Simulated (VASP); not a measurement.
# Lu (P6_3/mmc) in VASP: further runs, part 2 of 2

VASP 6.6.1.

## (5) Relaxation of shape and atoms at fixed volume, r2SCAN

Input file INCAR:

```
SYSTEM = Lu
ALGO = Normal
EDIFF = 1E-7
EDIFFG = -0.01
ENCUT = 600
IBRION = 2
ISIF = 4
ISMEAR = 1
LASPH = .TRUE.
LCHARG = .FALSE.
LMIXTAU = .TRUE.
LREAL = .FALSE.
LWAVE = .FALSE.
METAGGA = R2SCAN
NELM = 80
NSW = 40
PREC = Accurate
SIGMA = 0.1
```

Input file KPOINTS:

```
k-points
0
G
  12 12 7
  0 0 0
```

Input file POSCAR:

```
Lu                                      
1.0
    3.5135091467      0.0000000000     -0.0000000000
   -1.7567545734      3.0427881775      0.0000000000
   -0.0000000000      0.0000000000      5.4602894297
  Lu            
     2
Direct
     0.3333333332999970    0.6666666667000030    0.2500000000000000
     0.6666666667000030    0.3333333332999970    0.7500000000000000
```

Potentials or basis: VASP PAW PBE potentials, release 64 (Lu).

The run is started by

```bash
> cat potpaw_PBE.64/Lu/POTCAR > POTCAR
> mpirun -np 1 vasp_std > vasp.out
```

OUTCAR:

```text
SYSTEM = Lu
   EDIFF = 1E-7
   EDIFFG = -0.01
   ENCUT = 600
   IBRION = 2
   ISIF = 4
   ISMEAR = 1
   LASPH = .TRUE.
   LREAL = .FALSE.
   METAGGA = R2SCAN
   NELM = 80
   NSW = 40
   PREC = Accurate

 ion  position               nearest neighbor table
   1  0.333  0.667  0.250-   2 3.40   2 3.40   2 3.40   2 3.40   2 3.40   2 3.40
   2  0.667  0.333  0.750-   1 3.40   1 3.40   1 3.40   1 3.40   1 3.40   1 3.40

  LATTYP: Found a hexagonal cell.
 ALAT       =     3.5135091467
 C/A-ratio  =     1.5540843077

  Lattice vectors:

 A1 = (   3.5135091467,   0.0000000000,   0.0000000000)
 A2 = (  -1.7567545734,   3.0427881775,   0.0000000000)
 A3 = (   0.0000000000,   0.0000000000,   5.4602894297)

Analysis of symmetry for initial positions (statically):
=====================================================================
 Subroutine PRICEL returns:
 Original cell was already a primitive cell.

 Routine SETGRP: Setting up the symmetry group for a
 hexagonal supercell.

 Subroutine GETGRP returns: Found 24 space group operations
 (whereof 12 operations were pure point group operations)
 out of a pool of 24 trial point group operations.

The static configuration has the point symmetry D_3d.
 The point group associated with its full space group is D_6h.

Analysis of symmetry for dynamics (positions and initial velocities):
=====================================================================
 Subroutine PRICEL returns:
 Original cell was already a primitive cell.

 Routine SETGRP: Setting up the symmetry group for a
 hexagonal supercell.

 Subroutine GETGRP returns: Found 24 space group operations
 (whereof 12 operations were pure point group operations)
 out of a pool of 24 trial point group operations.

The dynamic configuration has the point symmetry D_3d.
 The point group associated with its full space group is D_6h.

[... 109 lines left out ...]
   NELECT =      50.0000    total number of electrons
   NUPDOWN=      -1.0000    fix difference up-down
   EMIN   =  10.00;   EMAX   =-10.00  energy-range for DOS
   EFERMI =   0.00;   METHOD = LEGACY
   ISMEAR =     1;   SIGMA  =   0.10  broadening in eV -4-tet -1-fermi 0-gaus
   EFERMI_NEDOS =   21; number of points for ismear=-14 and -15
   IALGO  =     38    algorithm
   IMIX   =      4    mixing-type and parameters
     AMIX     =   0.40;   BMIX     =  1.00
     AMIX_MAG =   1.60;   BMIX_MAG =  1.00
  volume/ion in A,a.u.               =      29.19       196.97
  Fermi-wavevector in a.u.,A,eV,Ry     =   1.554731  2.938016 32.887859  2.417189
  Thomas-Fermi vector in A             =   2.658775
   LORBIT       =      0    0 simple, 1 ext, 2 COOP (PROOUT), +10 PAW based schemes
   METAGGA = R2SCAN    functional components
   LHFCALC =     F    Hartree Fock is set to
   AEXX    =    0.0000 exact exchange contribution
   IVDW    =     0    specifies the selected vdW correction
   LEPSILON=     F    determine dielectric tensor
   LRPA    =     F    only Hartree local field effects (RPA)
 conjugate gradient relaxation of ions
 non-spin polarized calculation
 Methfessel and Paxton  Order N= 1 SIGMA  =   0.10
  energy-cutoff  :      600.00
  volume of cell :       58.38
 maximum number of plane-waves:      1973
 NGX is ok and might be reduce to    28
   NGX = 13   NGY = 13   NGZ = 21

 number of electron      50.0000003 magnetization

 Free energy of the ion-electron system (eV)
  ---------------------------------------------------
  ext. energy  EPLUGINS =         0.00000000
  ---------------------------------------------------
  free energy    TOTEN  =       -76.11932202 eV

  energy without entropy =      -76.12063978  energy(sigma->0) =      -76.11976127

 E-fermi :   2.1494     XC(G=0): -11.5880

 val. band max:        2.1436096305   @ k =   0.2500  -0.0000   0.2857
 cond. band min:       2.1557241412   @ k =   0.2500   0.2500   0.4286
 fundamental gap:      0.0121145106
 Fermi energy:         2.1494471707

 k-point     1 :       0.0000    0.0000    0.0000
  band No.  band energies     occupation
      1     -55.7345      2.00000
      2     -55.6956      2.00000
      3     -26.0338      2.00000
      4     -25.5901      2.00000
      5     -25.5901      2.00000
      6     -25.5035      2.00000
[... 781 lines left out ...]
     29       4.6378      0.00000
     30       6.9422      0.00000

 [... further k-points ...]
[... 5 lines left out ...]
  --------------------------------------------------------------------------------------
  -------------------------------------------------------------------------------------
  Total       -0.0085607     -0.0085607     -0.0034262      0.0000000      0.0000000     -0.0000000
  in kB       -0.2349575     -0.2349575     -0.0940375      0.0000000      0.0000000     -0.0000000
  external PRESSURE =      -0.1879841 kB  Pullay stress =       0.0000000 kB

 VOLUME and BASIS-vectors are now :
 -----------------------------------------------------------------------------
  energy-cutoff  :      600.00
  volume of cell :       58.38
      direct lattice vectors                 reciprocal lattice vectors
     3.513509147  0.000000000  0.000000000     0.284615738  0.164322973  0.000000000
    -1.756754573  3.042788177  0.000000000     0.000000000  0.328645946  0.000000000
     0.000000000  0.000000000  5.460289430     0.000000000  0.000000000  0.183140475

 POSITION                                       TOTAL-FORCE (eV/Angst)
 -----------------------------------------------------------------------------------
     -0.00000      2.02853      1.36507        -0.000000      0.000000      0.000000
      1.75675      1.01426      4.09522         0.000000     -0.000000      0.000000
 -----------------------------------------------------------------------------------
    total drift:                               -0.000000      0.000000     -0.000000

  FREE ENERGIE OF THE ION-ELECTRON SYSTEM (eV)
  ---------------------------------------------------
  free  energy   TOTEN  =       -76.1193220178 eV

  energy  without entropy=      -76.1206397772  energy(sigma->0) =      -76.11976127

 reached required accuracy - stopping structural energy minimisation
```

OSZICAR:

```text
N       E                     dE             d eps       ncg     rms          rms(c)
DAV:   1     0.196651019113E+03    0.19665E+03   -0.21904E+04  6432   0.611E+03
DAV:   2    -0.469432637057E+02   -0.24359E+03   -0.23634E+03  4888   0.584E+02
DAV:   3    -0.767456788417E+02   -0.29802E+02   -0.29230E+02  6374   0.132E+02
[... 31 lines left out ...]
DAV:  35    -0.761193160181E+02   -0.30943E-05   -0.27339E-08  2568   0.176E-03    0.428E-04
DAV:  36    -0.761193228782E+02   -0.68601E-05   -0.30272E-08  2544   0.203E-03    0.245E-04
DAV:  37    -0.761193223507E+02    0.52756E-06   -0.20448E-08  2544   0.135E-03    0.203E-04
DAV:  38    -0.761193220424E+02    0.30825E-06   -0.88662E-09  2508   0.732E-04    0.175E-04
DAV:  39    -0.761193220178E+02    0.24667E-07   -0.54946E-09  2472   0.547E-04
   1 F= -.76119322E+02 E0= -.76119761E+02  d E =-.761193E+02
```

CONTCAR:

```text
Lu
   1.00000000000000
     3.5135091467000001    0.0000000000000000    0.0000000000000000
    -1.7567545734000001    3.0427881774999999    0.0000000000000000
     0.0000000000000000    0.0000000000000000    5.4602894297000004
  Lu
     2
Direct
     0.3333333332999970    0.6666666667000030    0.2500000000000000
     0.6666666667000030    0.3333333332999970    0.7500000000000000

  0.00000000E+00  0.00000000E+00  0.00000000E+00
  0.00000000E+00  0.00000000E+00  0.00000000E+00
```

It took 15 min on 1 thread of Intel Xeon Platinum 8488C (Sapphire Rapids), shared host; peak memory 0.3 GiB.

Results:

| Quantity | Value |
| --- | --- |
| Free energy | -76.1193 eV |
| Pressure after relaxing | 0.0 GPa |
| Band gap on the k mesh | none (metal or under the smearing width) |

Final structure:
```
Lu
1.0
     3.51351    0.00000    0.00000
    -1.75675    3.04279    0.00000
     0.00000    0.00000    5.46029
Lu
2
Direct
  0.33333 0.66667 0.25000
  0.66667 0.33333 0.75000
```

Caveat: the relaxation stopped at its first step, so nothing moved; the PAW data sets were made with another functional, which shifts forces and pressure a little. Spin-orbit coupling is left out, which matters for the levels of Lu.

## (6) Relaxation of shape and atoms at fixed volume, r2SCAN (a relaxed cell with its volume scaled by 1.02)

INCAR is that of step 5.

KPOINTS is that of step 5.

Input file POSCAR:

```
Lu                                      
1.0
    3.5367780974      0.0000000000     -0.0000000000
   -1.7683890487      3.0629396798      0.0000000000
   -0.0000000000      0.0000000000      5.4964513407
  Lu            
     2
Direct
     0.3333333332999970    0.6666666667000030    0.2500000000000000
     0.6666666667000030    0.3333333332999970    0.7500000000000000
```

Potentials or basis: VASP PAW PBE potentials, release 64 (Lu).

The run is started by

```bash
> cat potpaw_PBE.64/Lu/POTCAR > POTCAR
> mpirun -np 1 vasp_std > vasp.out
```

OUTCAR:

```text
SYSTEM = Lu
   EDIFF = 1E-7
   EDIFFG = -0.01
   ENCUT = 600
   IBRION = 2
   ISIF = 4
   ISMEAR = 1
   LASPH = .TRUE.
   LREAL = .FALSE.
   METAGGA = R2SCAN
   NELM = 80
   NSW = 40
   PREC = Accurate

 ion  position               nearest neighbor table
   1  0.333  0.667  0.250-   2 3.42   2 3.42   2 3.42   2 3.42   2 3.42   2 3.42
   2  0.667  0.333  0.750-   1 3.42   1 3.42   1 3.42   1 3.42   1 3.42   1 3.42

  LATTYP: Found a hexagonal cell.
 ALAT       =     3.5367780974
 C/A-ratio  =     1.5540843076

  Lattice vectors:

 A1 = (   3.5367780974,   0.0000000000,   0.0000000000)
 A2 = (  -1.7683890487,   3.0629396798,   0.0000000000)
 A3 = (   0.0000000000,   0.0000000000,   5.4964513407)

Analysis of symmetry for initial positions (statically):
=====================================================================
 Subroutine PRICEL returns:
 Original cell was already a primitive cell.

 Routine SETGRP: Setting up the symmetry group for a
 hexagonal supercell.

 Subroutine GETGRP returns: Found 24 space group operations
 (whereof 12 operations were pure point group operations)
 out of a pool of 24 trial point group operations.

The static configuration has the point symmetry D_3d.
 The point group associated with its full space group is D_6h.

Analysis of symmetry for dynamics (positions and initial velocities):
=====================================================================
 Subroutine PRICEL returns:
 Original cell was already a primitive cell.

 Routine SETGRP: Setting up the symmetry group for a
 hexagonal supercell.

 Subroutine GETGRP returns: Found 24 space group operations
 (whereof 12 operations were pure point group operations)
 out of a pool of 24 trial point group operations.

[... 166 lines left out ...]
  volume of cell :       59.54
      direct lattice vectors                 reciprocal lattice vectors
     3.536778097  0.000000000  0.000000000     0.282743212  0.163241870  0.000000000
    -1.768389049  3.062939680  0.000000000     0.000000000  0.326483739  0.000000000
     0.000000000  0.000000000  5.496451341     0.000000000  0.000000000  0.181935569

 POSITION                                       TOTAL-FORCE (eV/Angst)
 -----------------------------------------------------------------------------------
     -0.00000      2.04196      1.37411         0.000000     -0.000000      0.000000
      1.76839      1.02098      4.12234        -0.000000      0.000000      0.000000
 -----------------------------------------------------------------------------------
    total drift:                               -0.000000      0.000000     -0.000000

  FREE ENERGIE OF THE ION-ELECTRON SYSTEM (eV)
  ---------------------------------------------------
  free  energy   TOTEN  =       -76.1170575106 eV

  energy  without entropy=      -76.1185866752  energy(sigma->0) =      -76.11756723

--------------------------------------- Ionic step        2  -------------------------------------------

 number of electron      49.9999998 magnetization

 Free energy of the ion-electron system (eV)
  ---------------------------------------------------
  ext. energy  EPLUGINS =         0.00000000
  ---------------------------------------------------
  free energy    TOTEN  =       -76.11710754 eV

  energy without entropy =      -76.11870160  energy(sigma->0) =      -76.11763889

 E-fermi :   2.0693     XC(G=0): -11.4841

 val. band max:        2.0460425242   @ k =   0.4167  -0.0000   0.2857
 cond. band min:       2.0796794921   @ k =   0.5000   0.0000   0.4286
 fundamental gap:      0.0336369679
 Fermi energy:         2.0693006229

 k-point     1 :       0.0000    0.0000    0.0000
  band No.  band energies     occupation
      1     -55.8589      2.00000
      2     -55.8237      2.00000
      3     -26.1326      2.00000
      4     -25.7190      2.00000
      5     -25.7190      2.00000
      6     -25.6383      2.00000
[... 781 lines left out ...]
     29       4.5501      0.00000
     30       6.7977      0.00000

 [... further k-points ...]
[... 5 lines left out ...]
  --------------------------------------------------------------------------------------
  -------------------------------------------------------------------------------------
  Total       -0.3445557     -0.3445557     -0.3259959      0.0000000      0.0000000      0.0000000
  in kB       -9.2713165     -9.2713165     -8.7719080      0.0000000      0.0000000      0.0000000
  external PRESSURE =      -9.1048470 kB  Pullay stress =       0.0000000 kB

 VOLUME and BASIS-vectors are now :
 -----------------------------------------------------------------------------
  energy-cutoff  :      600.00
  volume of cell :       59.54
      direct lattice vectors                 reciprocal lattice vectors
     3.534833501  0.000000000  0.000000000     0.282898756  0.163331673  0.000000000
    -1.767416750  3.061255610  0.000000000     0.000000000  0.326663346  0.000000000
    -0.000000000  0.000000000  5.502500464     0.000000000 -0.000000000  0.181735559

 POSITION                                       TOTAL-FORCE (eV/Angst)
 -----------------------------------------------------------------------------------
     -0.00000      2.04084      1.37563        -0.000000      0.000000      0.000000
      1.76742      1.02042      4.12688         0.000000     -0.000000     -0.000000
 -----------------------------------------------------------------------------------
    total drift:                               -0.000000      0.000000     -0.000000

  FREE ENERGIE OF THE ION-ELECTRON SYSTEM (eV)
  ---------------------------------------------------
  free  energy   TOTEN  =       -76.1171075382 eV

  energy  without entropy=      -76.1187016023  energy(sigma->0) =      -76.11763889

 reached required accuracy - stopping structural energy minimisation
```

Run time: 18 min. Hardware: 1 thread of Intel Xeon Platinum 8488C (Sapphire Rapids), shared host; peak memory 0.29 GiB.

What came out:

```yaml
Free_energy: -76.1171 eV
Energy_gained_by_relaxing: 0.0 meV/atom
Ionic_steps: 2
Pressure_after_relaxing: -0.9 GPa
Band_gap_on_the_k_mesh: none (metal or under the smearing width)
```

Final structure:
```
Lu
1.0
     3.53483    0.00000    0.00000
    -1.76742    3.06126    0.00000
     0.00000    0.00000    5.50250
Lu
2
Direct
  0.33333 0.66667 0.25000
  0.66667 0.33333 0.75000
```

Caveat: the PAW data sets were made with another functional, which shifts forces and pressure a little. The run has no spin-orbit coupling, so splittings on Lu are missing.

## (7) Summary

```tsv
cell	gap on the mesh (eV)	pressure (GPa)
atoms relaxed at fixed volume from: a relaxed cell with its volume scaled by 0.94	none	3.3
atoms relaxed at fixed volume from: a relaxed cell with its volume scaled by 0.96	none	2.1
atoms relaxed at fixed volume from: a relaxed cell with its volume scaled by 0.98	none	1.0
atoms relaxed at fixed volume	none	0.0
atoms relaxed at fixed volume from: a relaxed cell with its volume scaled by 1.02	none	-0.9
```

Alike in all rows: task relaxation of shape and atoms at fixed volume; level r2SCAN; potentials or basis VASP PAW PBE potentials, release 64 (Lu); no spin polarisation; k mesh 12 × 12 × 7; cutoff (eV) 600; smearing methfessel-paxton 0.1 eV.

Caveats: the PAW data sets were made with another functional, which shifts forces and pressure a little; the relaxation stopped at its first step, so nothing moved (some runs).

Total energies depend on the potentials used, so only differences within one code and one set of settings carry meaning.
